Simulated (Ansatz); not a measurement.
# Si/AlP/CoSi2: a contact from a semiconductor to a metal, part 5 of 5

Is Si/AlP/CoSi2 a contact for electrons or for holes? The semiconductor is Si diamond(111), undoped, with its far face capped by hydrogen, and the metal is CoSi2 fluorite(111) turned by 180 degrees (type B), with AlP zinc blende(111) between them (whole bilayers). After relaxation the nearest pair at the metal is Si–Al at 2.52 Å, along the normal. The common net has a side of 3.868 Å, which strains the semiconductor by +0.0 %, the layer between by -0.7 % and the metal by +2.1 %, against typed lattice constants near PBE's. The first steps treat the bulk crystals alone.

Ansatz 0.2.0; PBE DFT, plane waves, PAW files (the session's first sound run).

So far. Step 7 (T(E) from the semiconductor into the metal, atomic …): The semiconductor's channels close between -0.45 and +0.20 eV. In the worse lead the potential repeats within 30 meV, which the program flags as too much for a lead, so the lead is short or a field runs through it.

### 9. The first cell with another functional, cutoff 500 eV

This step: r2SCAN DFT, plane waves, PAW files; ballistic transmission by layer matching between semi-infinite leads (Ansatz 0.2.0).

System of this step: Si/AlP/CoSi2. The cell holds 52 atoms: 38 Si, 2 P, 2 Al, 9 Co and 1 H. Cell: a = 3.868 Å, b = 3.868 Å, c = 93.170 Å, α = 90.0°, β = 90.0°, γ = 120.0°. Regions: left electrode, 20 atoms (20 Si); barrier, 4 atoms (2 P and 2 Al); right electrode, 27 atoms (18 Si and 9 Co). Vacuum lies along c.

r2SCAN opens the gap somewhat, so the first cell is run again with it to see how the barriers share the change.

File input.yaml:

```yaml
crystal:
  lattice:
    - [3.868, 0.0, 0.0]
    - [-1.934, 3.3497862618, 0.0]
    - [0.0, 0.0, 93.1695312626]
  atoms:
    - { symbol: Si, position: [0.66666667, 0.33333333, 0.1663634] }
    - { symbol: Si, position: [0.0, 0.0, 0.1748372916] }
    - { symbol: Si, position: [0.0, 0.0, 0.2002589662] }
    - { symbol: Si, position: [0.33333333, 0.66666667, 0.2087328577] }
    - { symbol: Si, position: [0.33333333, 0.66666667, 0.2341545323] }
    - { symbol: Si, position: [0.66666667, 0.33333333, 0.2426284239] }
    - { symbol: Si, position: [0.66666667, 0.33333333, 0.2680500985] }
    - { symbol: Si, position: [0.0, 0.0, 0.27652399] }
    - { symbol: Si, position: [0.0, 0.0, 0.3019456647] }
    - { symbol: Si, position: [0.33333333, 0.66666667, 0.3104195562] }
    - { symbol: Si, position: [0.33333333, 0.66666667, 0.3358412308] }
    - { symbol: Si, position: [0.66666667, 0.33333333, 0.3443151224] }
    - { symbol: Si, position: [0.66666667, 0.33333333, 0.369736797] }
    - { symbol: Si, position: [0.0, 0.0, 0.3782106885] }
    - { symbol: Si, position: [0.0, 0.0, 0.4036323631] }
    - { symbol: Si, position: [0.33333333, 0.66666667, 0.4121062547] }
    - { symbol: Si, position: [0.33333333, 0.66666667, 0.4375279293] }
    - { symbol: Si, position: [0.66666667, 0.33333333, 0.4460018208] }
    - { symbol: Si, position: [0.66666667, 0.33333333, 0.4713706423] }
    - { symbol: Si, position: [0.0, 0.0, 0.4794540564] }
    - { symbol: P, position: [0.0, 0.0, 0.5040065299] }
    - { symbol: Al, position: [0.33333333, 0.66666667, 0.5128325448] }
    - { symbol: P, position: [0.33333333, 0.66666667, 0.5381044526] }
    - { symbol: Al, position: [0.66666667, 0.33333333, 0.5471120711] }
    - { symbol: Si, position: [0.66666667, 0.33333333, 0.5741167781] }
    - { symbol: Co, position: [0.33333333, 0.66666667, 0.5806314311] }
    - { symbol: Si, position: [0.0, 0.0, 0.5876363791] }
    - { symbol: Si, position: [0.33333333, 0.66666667, 0.604648094] }
    - { symbol: Co, position: [0.0, 0.0, 0.6125234806] }
    - { symbol: Si, position: [0.66666667, 0.33333333, 0.6203988672] }
    - { symbol: Si, position: [0.0, 0.0, 0.6374105821] }
    - { symbol: Co, position: [0.66666667, 0.33333333, 0.6452859687] }
    - { symbol: Si, position: [0.33333333, 0.66666667, 0.6531613553] }
    - { symbol: Si, position: [0.66666667, 0.33333333, 0.6701730702] }
    - { symbol: Co, position: [0.33333333, 0.66666667, 0.6780484568] }
    - { symbol: Si, position: [0.0, 0.0, 0.6859238434] }
    - { symbol: Si, position: [0.33333333, 0.66666667, 0.7029355583] }
    - { symbol: Co, position: [0.0, 0.0, 0.7108109449] }
    - { symbol: Si, position: [0.66666667, 0.33333333, 0.7186863315] }
    - { symbol: Si, position: [0.0, 0.0, 0.7356980464] }
    - { symbol: Co, position: [0.66666667, 0.33333333, 0.743573433] }
    - { symbol: Si, position: [0.33333333, 0.66666667, 0.7514488196] }
    - { symbol: Si, position: [0.66666667, 0.33333333, 0.7684605345] }
    - { symbol: Co, position: [0.33333333, 0.66666667, 0.7763359211] }
    - { symbol: Si, position: [0.0, 0.0, 0.7842113077] }
    - { symbol: Si, position: [0.33333333, 0.66666667, 0.8012230226] }
    - { symbol: Co, position: [0.0, 0.0, 0.8090984092] }
    - { symbol: Si, position: [0.66666667, 0.33333333, 0.8169737958] }
    - { symbol: Si, position: [0.0, 0.0, 0.8339855107] }
    - { symbol: Co, position: [0.66666667, 0.33333333, 0.8418608973] }
    - { symbol: Si, position: [0.33333333, 0.66666667, 0.8497362838] }
    - { symbol: H, position: [0.66666667, 0.33333333, 0.1502637162] }
kpoints:
  mp_grid: { grid: [8, 8, 1] }
scf:
  occupations: { method: fermi_dirac, width: 0.1 }
  max_iter: 150
hamiltonian:
  xc: r2scan
efield:
  axis: 3
  dipole_correction: true
output:
  transmission:
    kmesh: [12, 12]
    e_range: [-2.5, 2.5]
    de: 0.05
    leads: [[8, 10], [37, 40]]
  dos: { projected: true, e_range: [-6, 5], de: 0.05 }
  write_potential: true
  write_density: true
  volumetric_format: npy
```

The run is started by

```bash
ansatz run input.yaml --threads 8 --pin off --max-ram 24576MiB --backend cpu --events-out ev --progress --plain --runs-dir out
```

Numbers of over 12 decimals in the logs are rounded to 6 here.

The program printed:

```text
[...]
Crystal: 52 atoms, lattice volume = 1207.195 Å³
Basis set: ecut = 500 eV, 30429 PW (Γ), exchange–correlation on 120×120×2880 points (64 copies of the dense FFT grid, shifted against one another)
Bands: 213, of which v1, the nominal top of the filled ones, is band 161 counted from 1 (160 counted from 0)
Symmetry: 6 space group operations
[...]
k-points: 10 of 64 (time reversal used)
[...]
SCF iter   1: F=—  HF=-73093.595314 eV  |F-HF|=—  |Δ(HF+E_count)|=         —  Δρ=1.24e-2  dr2=1.79e1  dr2_τ=6.79e-1  ethr=1.77e-3  p=-0.065 e·Å  D=-9.68e-3 V/Å  ΔV_dip=0.90 eV  dr2_dipole=7.54e0  V_vac-E_F(+/−)=4.78/3.88 eV  ⟨swp⟩=9.1  Hψ=11805  notcnv=0  defer=123
[...]
SCF iter  18: F=-73094.254796 eV  HF=-73094.254795 eV  |F-HF|=4.95e-8  |Δ(HF+E_count)|=   3.88e-8  Δρ=1.63e-6  dr2=6.79e-8  dr2_τ=4.15e-9  ethr=3.11e-11  p=-0.065 e·Å  D=-9.72e-3 V/Å  ΔV_dip=0.91 eV  dr2_dipole=1.12e-9  V_vac-E_F(+/−)=5.11/4.21 eV  ⟨swp⟩=18.3  Hψ=11330  notcnv=0
SCF 1 converged in 18 iterations: F = -73094.254796 eV  dr2 = 6.79e-8
[...]
transmission: 120 of 1140 steps passed
transmission: 230 of 1140 steps passed
[...]
transmission: 1140 of 1140 steps passed
[...]
SCF converged after 18 iterations
Free energy (F): -73094.254796 eV
[...]
Internal energy: -73093.876466 eV  (E = F + TS)
E sigma→0 (E₀):  -73094.065631 eV
Entropy (-TS):   -0.378329 eV (-7.276 meV/atom)
Fermi energy:    4.939222 eV
Dipole field:    D = -0.009743 V/Å  (p = -0.064996 e·Å, saw-weighted, corrected)
Work function:   Φ+ = 5.1150 eV   Φ− = 4.2073 eV
[...]
--- Band table (eV; the first three rows and the last of 10) ---
  k-point 0: bands = [... 157 lower, 6.1882, 6.1919, 6.1919, 6.2846, 6.3389, 6.4195, 6.5772, 6.6773, ... 48 higher]
  k-point 1: bands = [... 157 lower, 5.9703, 6.0285, 6.1013, 6.2398, 6.4087, 6.5045, 6.5304, 6.5521, ... 48 higher]
  k-point 2: bands = [... 157 lower, 4.8364, 4.9215, 5.1579, 5.4872, 5.4982, 5.5663, 5.7506, 5.7895, ... 48 higher]
  k-point 9: bands = [... 157 lower, 4.1106, 4.2117, 4.3300, 4.4264, 4.4279, 4.4638, 4.4703, 5.0296, ... 48 higher]
--- Transmission ---
  basis      : 139 plane waves across, 60 finite elements along
  points     : 19, standing for a mesh of 12 x 12
[...]
channels       : 0.000000e0 a spin
[...]
slowest decay  : 0.1060 /Å at (0.4167, 0.0000)
[...]
channels       : 1.270833e0 a spin
[...]
slowest decay  : 0.0933 /Å at (0.4167, 0.0833)
  junction   : crystal 0 to crystal 1, 29.71 to 64.70 Å
    transmission   : 0.000000e0 a spin
[...]
```

Wall time 6.1 min (8 threads of Arm Neoverse V2, shared host); peak memory 13 GiB.

This step gave:

```
free energy                      : -73094.2548 eV
Fermi energy                     : 4.939 eV
potential step in the lower lead : 28.5 meV
potential step in the upper lead : 11.1 meV
work function, upper face        : 5.115 eV
work function, lower face        : 4.207 eV
dipole moment                    : -0.06500 e·Å
dipole field                     : -0.009743 V/Å
```

One spin. Transmission, zone mean against energy, zero at the Fermi level:

energy (eV), transmission, zone mean and a bar:
```
    -2.50      0.429 ###################
    -2.35      0.322 ##############
    -2.25      0.206 #########
    -2.10      0.129 ######
    -1.95      0.143 ######
    -1.80      0.082 ####
    -1.70      0.058 ###
    -1.55      0.070 ###
    -1.40      0.012 #
    -1.30      0.003 
    -1.15      0.002 
    -1.00      0.002 
    -0.90      0.001 
    -0.75      0.000 
    -0.60      0.000 
    -0.45      0.000 
    -0.35      0.000 
    -0.20      0.000 
    -0.05      0.000 
     0.00      0.000 
     0.05      0.000 
     0.20      0.000 
     0.35      0.004 
     0.45      0.005 
     0.60      0.021 #
     0.75      0.008 
     0.90      0.023 #
     1.00      0.026 #
     1.15      0.025 #
     1.30      0.035 ##
     1.40      0.051 ##
     1.55      0.023 #
     1.70      0.106 #####
     1.80      0.129 ######
     1.95      0.194 #########
     2.10      0.336 ###############
     2.25      0.337 ###############
     2.35      0.519 #######################
     2.50      0.671 ##############################
```

One spin. Open channels, zone mean against energy, zero at the Fermi level:

| energy (eV) | lower lead | upper lead |
| --- | --- | --- |
| -2.400 | 1.59 | 1.19 |
| -2.200 | 1.47 | 1.48 |
| -2.000 | 1.34 | 1.53 |
| -1.800 | 1.02 | 1.83 |
| -1.600 | 0.688 | 1.98 |
| -1.400 | 0.646 | 1.19 |
| -1.200 | 0.354 | 1.59 |
| -1.000 | 0.312 | 1.47 |
| -0.800 | 0.146 | 1.88 |
| -0.600 | 0 | 1.88 |
| -0.400 | 0 | 1.83 |
| -0.200 | 0 | 1.52 |
| 0.000 | 0 | 1.27 |
| 0.200 | 0.0417 | 1.23 |
| 0.400 | 0.125 | 0.979 |
| 0.600 | 0.333 | 0.979 |
| 0.800 | 0.583 | 0.854 |
| 1.000 | 0.75 | 0.611 |
| 1.200 | 0.944 | 0.597 |
| 1.400 | 1.32 | 0.472 |
| 1.600 | 1.49 | 0.431 |
| 1.800 | 1.99 | 0.757 |
| 2.000 | 2.15 | 0.882 |
| 2.200 | 2.30 | 1.09 |
| 2.400 | 1.95 | 1.47 |

Projected DOS an atom over height of the atomic layer and energy from the Fermi level. Layers: H Si Si Si Si Si Si Si Si Si Si Si Si Si Si Si Si Si Si Si Si P Al P Al Si Co Si Si Co Si Si Co Si Si Co Si Si Co Si Si Co Si Si Co Si Si Co Si Si Co Si; projections on atoms miss part of the total, and the computed bands can run out at the top of the range; a column is the mean of 4 neighbouring layers, the last of those left over.

Ten even steps from '0' (0.00 states/eV) to '9' (2.39 states/eV), each cell a mean:
```
0000000000000
1111111111111
1211112122211
2222221000001
1222221111111
2222221222221
1222210010001
0111110000001
0000100000000
0000001110111
0000001121122
0000003243343
0000003353365
1111105595594
1222212242243
2222222222222
2332232222222
2222232343333
1222222332222
2112121111111
0000111111111
0000011101110
```
Columns: height of the atomic layer (Å) from 16.1 to 77.9 (not evenly spaced); rows upwards: energy from the Fermi level (eV) from -6 to 5.

The semiconductor's channels close between -0.65 and +0.20 eV. In the worse lead the potential repeats within 28 meV, which the program flags as too much for a lead, so the lead is short or a field runs through it.

### 10. Summary of results

```
valence edge of the semiconductor lead against the Fermi level, 4 planes    : -0.45 eV
conduction edge of the semiconductor lead against the Fermi level, 4 planes : +0.20 eV
valence edge of the semiconductor lead against the Fermi level, 6 planes    : -0.45 eV
conduction edge of the semiconductor lead against the Fermi level, 6 planes : +0.20 eV
valence edge of the semiconductor lead against the Fermi level, 8 planes    : -0.45 eV
conduction edge of the semiconductor lead against the Fermi level, 8 planes : +0.20 eV
valence edge of the semiconductor lead against the Fermi level, r2SCAN      : -0.65 eV
conduction edge of the semiconductor lead against the Fermi level, r2SCAN   : +0.20 eV
```

**Reading.** The metal's Fermi level lies in the gap of the semiconductor, 0.20 eV under the first conduction channel and 0.45 eV over the last valence one, as read in the lead, away from the contact; bands can bend on the way there. The edges are read from the typed mesh and energy grid, to 0.05 eV at best; the semiconductor's potential still steps by 26 meV a period, so they depend on where the lead is cut. Adding 4 atomic planes to the layer under the metal moves the conduction edge by +0.00 eV, about one grid step or less. r2SCAN moves the edges to -0.65 and +0.20 eV, 0.85 eV apart on the grid against 0.65 eV. The semiconductor is undoped and only a few nanometres thick, with its far face capped by hydrogen. A semilocal functional narrows gaps, and the two barriers add up to the gap, so their sum is too small. No spin-orbit coupling, phonons, disorder or image charges enter; the interfaces are ordered, one cell wide and lattice-matched by strain. Semilocal gaps are too small, which can bring a band edge of the barrier nearer to the Fermi level than it is.

[Logs are printed without paths, hosts, clocks, repeated set-up lines and the standing remarks that a program may print on its own settings, such as how far it seeks lower states.]

[Hosts, paths, dates, database ids (printed as entryN), source tags and the programs' standing remarks are cut or masked in the printed files.]
